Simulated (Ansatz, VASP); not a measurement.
## BN in VASP and in Ansatz

The input INCAR:

```
  PREC = Accurate
  ENCUT = 600
  EDIFF = 1E-6
  ISMEAR = 0
  SIGMA = 0.01
  LREAL = False
  LASPH = True
  NELM = 100
  ALGO = Normal
  ISIF = 3
  LWAVE = False
  LCHARG = False
  GGA = PE
  IVDW = 12
  IBRION = 2
  NSW = 80
  EDIFFG = -0.002
```

The input KPOINTS:

```
regular mesh
0
Gamma
  12 12 4
```

File POSCAR:

```
BN
1.0
    2.4982400000      0.0000000000      0.0000000000
   -1.2491200000      2.1635393048      0.0000000000
    0.0000000000      0.0000000000      6.6357000000
B N
2 2
Direct
    0.3333333333      0.6666666667      0.2500000000
    0.6666666667      0.3333333333      0.7500000000
    0.3333333333      0.6666666667      0.7500000000
    0.6666666667      0.3333333333      0.2500000000
```

Input for Ansatz:

```yaml
crystal:
  lattice:
    - [2.49824, 0.0, 0.0]
    - [-1.24912, 2.1635393048, 0.0]
    - [0.0, 0.0, 6.6357]
  atoms:
    - { symbol: B, position: [0.3333333333, 0.6666666667, 0.25] }
    - { symbol: B, position: [0.6666666667, 0.3333333333, 0.75] }
    - { symbol: "N", position: [0.3333333333, 0.6666666667, 0.75] }
    - { symbol: "N", position: [0.6666666667, 0.3333333333, 0.25] }
scf:
  occupations: { method: fixed }
output:
  forces: true
  stress: true
  eigenvalues: true
  write_density: true
  write_potential: true
  elf: true
  volumetric_format: npy
kpoints:
  mp_grid: { grid: [12, 12, 4] }
hamiltonian:
  dispersion: d3bj
relax:
  f_tol: 0.002
  max_steps: 60
  cell: { stress_tol: 0.02, p_target: 0 }
```

Alike in both runs: task relaxation of cell and atoms; functional PBE; dispersion D3(BJ); k mesh 12 × 12 × 4; no spin polarisation.

|  | VASP | Ansatz |
| --- | --- | --- |
| version | VASP 6.6.1 | Ansatz 0.2.0 |
| potentials or method | VASP PAW PBE potentials, release 64 (B, N) | scalar-relativistic, plane waves, PAW |
| plane-wave cutoff (eV) | 600 | 420 |
| occupations | gaussian, width 0.01 eV | fixed |
| valence electrons in the cell | 16 | 16 |

```tsv
	VASP	Ansatz	Ansatz less VASP
gap on the k mesh at the Fermi level, each at its own relaxed structure (eV)	4.25	4.27	+0.028
relaxed volume (Å³/atom)	8.92	9.00	+0.076
relaxed cell length with the largest relative difference (Å)	6.561	6.616	+0.0551
```

A k mesh can miss the band edges. PBE gaps usually lie below the measured ones, often by a third to a half.
